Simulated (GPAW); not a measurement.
# Cu (Cmcm) in GPAW: single point with PBE

Aim: the single point of Cu with PBE.

Program: GPAW 26.7.0. These are calculated values, not measurements. Logs are shortened: lines on timing, memory, paths and dates and some standing lists are left out, and cuts for length are marked. The log counts tension as positive stress, the text compression.

## (1) Starting point

The structure is orthorhombic, space group Cmcm (No. 63). Conventional cell: a = 2.437 Å, b = 7.953 Å, c = 2.475 Å, α = 90.00°, β = 90.00°, γ = 90.00°. Cu (site symmetry m2m) is surrounded by 10 Cu at 2.44 to 2.54 Å.

This isn't the form of Cu at room conditions, which is fcc.

## (2) Single point, PBE

The input, run.py:

```python
from ase import Atoms
from ase.dft.bandgap import bandgap
from ase.io import write
from ase.units import GPa
from gpaw import GPAW, PW

atoms = Atoms(['Cu', 'Cu'],
              cell=[[1.21846369, -3.9763780104, 0.0],
                    [1.21846369, 3.9763780104, 0.0],
                    [0.0, 0.0, 2.4754955235]],
              scaled_positions=[[0.86613335, 0.13386665, 0.75],
                                [0.13386665, 0.86613335, 0.25]],
              pbc=True)

calc = GPAW(mode=PW(400),
            xc='PBE',
            kpts={'size': (9, 9, 9), 'gamma': True},
            occupations={'name': 'fermi-dirac', 'width': 0.05},
            nbands=23,
            maxiter=120,
            txt='gpaw.txt')
atoms.calc = calc
energy = atoms.get_potential_energy()
forces = atoms.get_forces()
stress = atoms.get_stress()
calc.write('gs.gpw')
write('result.traj', atoms)
print(f'Energy: {energy:.6f} eV')
print('Forces (eV/A):')
print(forces.round(4))
print('Stress (GPa):', (stress / GPa).round(3))
print('Fermi level:', round(calc.get_fermi_level(), 4), 'eV')
print(f'Gap: {bandgap(calc)[0]:.4f} eV, direct: {bandgap(calc, direct=True)[0]:.4f} eV')
```

Potentials or basis: GPAW PAW data sets (gpaw-data 1.2.1), pw.

On the command line:

```bash
$ OMP_NUM_THREADS=1 python run.py
```

gpaw.txt:

```text
__  _  _
 | _ |_)|_||  |
 |__||  | ||/\| - 26.7.0

Input parameters:
  mode=PW(ecut=400.0),
  kpts=MonkhorstPack(size=(9, 9, 9), gamma=True),
  maxiter=120,
  nbands=23,
  occupations=Occupations(name='fermi-dirac', width=0.05),
  xc=XC(name='PBE')

Diagonalizing LCAO Hamiltonian
Converting LCAO to pw mode

           Cu

       Cu

Atoms  # Å, Bohr magnetons
|   | symbol |        x |         y |        z |    initial magnetic moments |
|---|--------|----------|-----------|----------|-----------------------------|
| 0 |     Cu | 1.218464 | -2.911769 | 1.856622 | ( 0.0000,  0.0000,  0.0000) |
| 1 |     Cu | 1.218464 |  2.911769 | 0.618874 | ( 0.0000,  0.0000,  0.0000) |

Unit cell  # Å
| periodic |        x |         y |        z |  lengths |     angles |
|----------|----------|-----------|----------|----------|------------|
|      yes | 1.218464 | -3.976378 | 0.000000 | 4.158874 |  90.000000 |
|      yes | 1.218464 |  3.976378 | 0.000000 | 4.158874 |  90.000000 |
|      yes | 0.000000 |  0.000000 | 2.475496 | 2.475496 | 145.927198 |

Number of symmetries: 4
Symmetry operations  # r_c * U_cc + t_c -> r_c
|   | kind |            matrix            |
|---|------|------------------------------|
| 0 |  E   |  1, 0, 0,  0, 1, 0,  0, 0, 1 |
| 1 |  C2  |  0, 1, 0,  1, 0, 0,  0, 0,-1 |
| 2 |  σ   |  0,-1, 0, -1, 0, 0,  0, 0, 1 |
| 3 |  i   | -1, 0, 0,  0,-1, 0,  0, 0,-1 |

BZ-sampling:
  Number of BZ points: 729
  Number of IBZ points: 205

  Monkhorst-Pack size: [9, 9, 9]
  Monkhorst-Pack shift: [0, 0, 0]

K-points  # in reciprocal-cell coordinates
|     |                                coordinates |     weight |
|-----|--------------------------------------------|------------|
|   0 | (  0.00000000,   0.00000000,   0.00000000) | 0.00137174 |
|   1 | (  0.00000000,   0.00000000,   0.11111111) | 0.00274348 |
|   2 | (  0.00000000,   0.00000000,   0.22222222) | 0.00274348 |
|   3 | (  0.00000000,   0.00000000,   0.33333333) | 0.00274348 |
|   4 | (  0.00000000,   0.00000000,   0.44444444) | 0.00274348 |
|   5 | (  0.11111111,  -0.11111111,  -0.44444444) | 0.00274348 |
|   6 | (  0.11111111,  -0.11111111,  -0.33333333) | 0.00274348 |
|   7 | (  0.11111111,  -0.11111111,  -0.22222222) | 0.00274348 |
|   8 | (  0.11111111,  -0.11111111,  -0.11111111) | 0.00274348 |
|   9 | (  0.11111111,  -0.11111111,   0.00000000) | 0.00274348 |
| ... |                                            |            |
| 204 | (  0.44444444,   0.44444444,   0.44444444) | 0.00548697 |

Plane wave coefficients: 448
Cutoff: 400.0 eV

Spin-components: 1 (collinear spins)
Bands:           23
Projectors:      12
Spin-degeneracy: 2
Datatype:        complex128

Parallelization:
  kpt:    1
  domain: 1
  band:   1

Density:
  Valence electrons: 22.0
  Components: 1
  Grid points: [20 20 12]
  Charge: 0.0  # |e|

Potential:
  Grid points: [20 20 12]

species:
  Cu:
    name:    Copper
    Z:       29.0
    valence: 11
    core:    18
    charge:  0.0  # [|e|]
    compensation charges:
      type: gauss
      rc: 0.33  # [Å]
      lmax: 2
    cutoffs:
      filter: 2.06  # [Å]
      core: 2.43  # [Å]
    projectors
    | kind |    occ | energy [eV] | rcut [Å] |
    |------|--------|-------------|----------|
    |   4s |  1.000 |      -4.609 |    1.164 |
    |   4p |  0.000 |      -0.698 |    1.164 |
    |   3d | 10.000 |      -5.039 |    1.058 |
    |    s |        |      22.603 |    1.164 |
    |    p |        |      26.513 |    1.164 |
    |    d |        |      22.172 |    1.058 |

    Using partial waves for Cu as LCAO basis

Reference energy: -90042.903682  # eV

eigensolver:
  PPCG
  Converge bands: occupied
  niter=2

density mixing:
  MSR1-Mixer
  Pratt-step length: 0.05
  Maximum mixing coefficient: 0.75
  Old densities: 10
  SVD Regularization: 0.005
  Good broyden scale: 1.0
  Trust region scale: 1.0
  Backstep threshold: 4.0
  History deletion threshold: 6.0
  Fourier metric: weight=20.0, sigma=0.015

occupation numbers:
  Fermi-Dirac:
    width: 0.0500  # eV

poisson solver:
  ecut: 3200.0  # eV

xc functional:
  name: PBE with 2 nearest neighbor stencil

convergence criteria:
- Maximum [total energy] change in last 3 cyles: 0.0005 eV / valence electron
- Maximum integral of absolute [dens]ity change: 0.0001 electrons / valence electron
- Maximum integral of absolute [eigenst]ate change: 4e-08 eV^2 / valence electron
maximum number of iterations: 120

SCF iterations
|iter     | |      energy | eigst |  dens |
|---------|-|-------------|-------|-------|
|iter:   1| |   -8.613980 | -0.35 |       |
|iter:   2| |   -7.898390 | -2.79 | -0.90 |
|iter:   3| |   -6.816560 | -1.92 | -1.00 |
|iter:   4| |   -6.795947 | -4.06 | -1.78 |
|iter:   5| |   -6.782089 | -3.63 | -1.96 |
|iter:   6| |   -6.781966 | -5.13 | -2.92 |
|iter:   7| |   -6.781973c| -6.62 | -3.61 |
|iter:   8| |   -6.781974c| -7.14 | -3.84 |
|iter:   9| |   -6.781974c| -8.02c| -4.92c|

Converged in 9 steps
Energy contributions relative to reference atoms: (reference = -90042.903682)

Energy contributions:
  Kinetic:         -23.145266
  Coulomb:          18.042309
  Zero:              0.506214
  External:          0.000000
  Xc:               -2.182919
  Entropy:          -0.004624
  Spinorbit:         0.000000
  ----------------------------
  Free energy:      -6.784286
  Extrapolated:     -6.781974

dipole moment: (-0.000001, 0.000000, -0.000001)  # |e|*Ang

Fermi level: 7.852
Eigenvalues  # (at kpt = [0.000, 0.000, 0.000])
| band index |      eig [eV] | occ [0-2] |
|------------|---------------|-----------|
|          0 |        -1.417 |     2.000 |
|        ... |               |           |
|          4 |         4.858 |     2.000 |
|          5 |         5.115 |     2.000 |
|          6 |         5.537 |     2.000 |
|          7 |         5.841 |     2.000 |
|          8 |         6.040 |     2.000 |
|          9 |         6.174 |     2.000 |
[... 8 lines left out ...]
|         18 |        30.472 |     0.000 |
|         19 |        31.795 |     0.000 |
|        ... |               |           |
|         22 |        36.670 |     0.000 |

No gap
No difference between direct/indirect transitions

Forces  # eV/Ang
|       x |        y |        z |
|---------|----------|----------|
| 0.00000 | -0.06256 |  0.00000 |  # Cu   0
| 0.00000 |  0.06256 | -0.00000 |  # Cu   1

Stress tensor  # eV/Ang^3
|         x |         y |         z |
|-----------|-----------|-----------|
| -0.006423 |  0.000000 |  0.000000 |
|  0.000000 |  0.000364 | -0.000000 |
|  0.000000 | -0.000000 | -0.009401 |

# Writing to gs.gpw (mode='')
```

Run time: 34 s. Hardware: 1 thread of Arm Neoverse V2, shared host; peak memory 0.2 GiB.

These settings aren't checked as converged: the numbers below hold their error.

Results:

```yaml
Free_energy: -6.7843 eV
Pressure: 0.8 GPa
Largest_force: 0.063 eV/Å
Band_gap_on_the_k_mesh: none (metal or under the smearing width)
```

Caveat: with this Cu data set, volumes or pressures lay over 1.5 % or 2 GPa off other programs in two to four cells of ten; the cutoff is short for stress and forces, so pressures can be off by a GPa or more; the program warned that so skewed a cell can give wrong results.
